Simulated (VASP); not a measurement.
Level of theory: PBEsol GGA, VASP's PBE PAW potentials (set 64) (plane waves; VASP 6.6.1).

A VASP calculation is set up with these files.

INCAR:
```
EDIFFG = -0.02   # ionic stop
LCHARG = .False.
ENCUT = 620   # plane-wave cut-off (eV)
ISMEAR = 0   # Gaussian
IBRION = 2
LREAL = .False.
SYSTEM = MgF2
NELM = 100
SIGMA = 0.05   # width (eV)
ALGO = Normal   # blocked Davidson
LWAVE = .False.
PREC = Accurate
LASPH = .True.
ISIF = 3   # ions, shape and volume
EDIFF = 1E-6
GGA = PS   # PBEsol
PSTRESS = 450   # kbar
NSW = 40
```

### POSCAR
```
MgF2
1.0
  4.2313716698   0.0000000000   0.0000000000
  0.0000000000   4.2313716698   0.0000000000
  0.0000000000   0.0000000000   2.8320123285
Mg F
2 4
Cartesian
  0.0000000000   0.0000000000   0.0000000000
  2.1156858349   2.1156858349   1.4160061642
  1.2728818795   1.2728818795   0.0000000000
  3.3885677144   0.8428039554   1.4160061642
  0.8428039554   3.3885677144   1.4160061642
  2.9584897903   2.9584897903   0.0000000000
```

### KPOINTS
```
kpoints
0
gamma
  5 5 8
0 0 0
```

POTCAR, in this order: Mg F (PBE.64 set). Program: vasp_std.

What VASP printed:

### OSZICAR
```
       N       E                     dE             d eps       ncg     rms          rms(c)
DAV:   1     0.231439802760E+03    0.23144E+03   -0.21201E+04  1256   0.179E+03
DAV:   2    -0.236570912043E+02   -0.25510E+03   -0.24679E+03  1492   0.385E+02
DAV:   3    -0.332263216480E+02   -0.95692E+01   -0.95517E+01  1428   0.756E+01
DAV:   4    -0.332836788588E+02   -0.57357E-01   -0.57345E-01  1376   0.664E+00
DAV:   5    -0.332839639711E+02   -0.28511E-03   -0.28511E-03  1392   0.474E-01    0.965E+00
DAV:   6    -0.309275398803E+02    0.23564E+01   -0.85547E+00  1368   0.239E+01    0.283E+00
DAV:   7    -0.309112850601E+02    0.16255E-01   -0.17884E-01  1296   0.305E+00    0.181E+00
DAV:   8    -0.309218636982E+02   -0.10579E-01   -0.29269E-02  1296   0.224E+00    0.190E-01
DAV:   9    -0.309217959812E+02    0.67717E-04   -0.35072E-03  1424   0.487E-01    0.635E-02
DAV:  10    -0.309219481599E+02   -0.15218E-03   -0.14970E-04  1296   0.117E-01    0.131E-02
DAV:  11    -0.309219476066E+02    0.55330E-06   -0.15448E-05  1392   0.336E-02    0.263E-03
DAV:  12    -0.309219477144E+02   -0.10779E-06   -0.13097E-06   852   0.105E-02
   1 F= -.16680327E+02 E0= -.16680327E+02  d E =-.166803E+02
```

OUTCAR:
```
------------------------ aborting loop because EDIFF is reached ----------------------------------------
  FORCE on cell =-STRESS in cart. coord.  units (eV):
  Direction    XX          YY          ZZ          XY          YZ          ZX
  --------------------------------------------------------------------------------------
  Total       14.2551708     14.2551708     14.3488864     -0.0000000      0.0000000      0.0000000
  in kB      450.4281448    450.4281448    453.3893272     -0.0000000      0.0000000      0.0000000
  external PRESSURE =       1.4152056 kB  Pullay stress =     450.0000000 kB
  volume of cell :       50.71
      direct lattice vectors                 reciprocal lattice vectors
     4.231371670  0.000000000  0.000000000     0.236329984  0.000000000  0.000000000
     0.000000000  4.231371670  0.000000000     0.000000000  0.236329984  0.000000000
     0.000000000  0.000000000  2.832012328     0.000000000  0.000000000  0.353105807
 POSITION                                       TOTAL-FORCE (eV/Angst)
 -----------------------------------------------------------------------------------
      0.00000      0.00000      0.00000        -0.000000      0.000000     -0.000000
      2.11569      2.11569      1.41601        -0.000000      0.000000     -0.000000
      1.27288      1.27288      0.00000         0.009660      0.009660     -0.000000
      3.38857      0.84280      1.41601         0.009660     -0.009660      0.000000
      0.84280      3.38857      1.41601        -0.009660      0.009660     -0.000000
      2.95849      2.95849      0.00000        -0.009660     -0.009660      0.000000
 -----------------------------------------------------------------------------------
    total drift:                                0.000000      0.000000      0.000000
  FREE ENERGIE OF THE ION-ELECTRON SYSTEM (eV)
  ---------------------------------------------------
  free  energy   TOTEN  =       -30.9219477144 eV

  energy  without entropy=      -30.9219477144  energy(sigma->0) =      -30.92194771
  enthalpy is  TOTEN    =       -16.6803268805 eV   P V=       14.2416208339

 reached required accuracy - stopping structural energy minimisation
```
(Selected blocks of OUTCAR.)

The compound is MgF2 in the rutile structure. It was relaxed first under an external pressure of 45 GPa.
